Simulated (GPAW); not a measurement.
Crystal: GaN.

```xyz
4
Lattice="3.1800 0.0000 0.0000 -1.5900 2.7540 0.0000 0.0000 0.0000 5.1660" Properties=species:S:1:pos:R:3 pbc="T T T"
Ga    1.5900    0.9180    2.5830
Ga    0.0000    1.8360    0.0000
N     1.5900    0.9180    4.5203
N     0.0000    1.8360    1.9373
```

Base run:

| Item | Value |
| --- | --- |
| Program | GPAW 26.7.0 |
| Functional | PBE |
| Potentials or basis | GPAW PAW data sets (gpaw-data 1.2.1) |
| Basis | fd |
| Grid spacing | 0.16 Å |
| k mesh | 7 × 7 × 4 |
| Occupations | fermi-dirac, width 0.05 eV |
| Spin | no spin polarisation |

Its results: band gap on the k mesh 2.12 eV, direct; largest force 0.175 eV/Å.

Q: The run is repeated on the same cell with these changes: basis from fd to lcao:dzp; grid spacing from 0.16 Å to 0.2 Å. What comes out?

A: Band gap on the k mesh 2.02 eV, direct; largest force 0.177 eV/Å.

Caveats: the real-space grid adds noise to forces; the basis of atomic orbitals isn't converged, which shifts pressures, moduli and gaps (some runs).
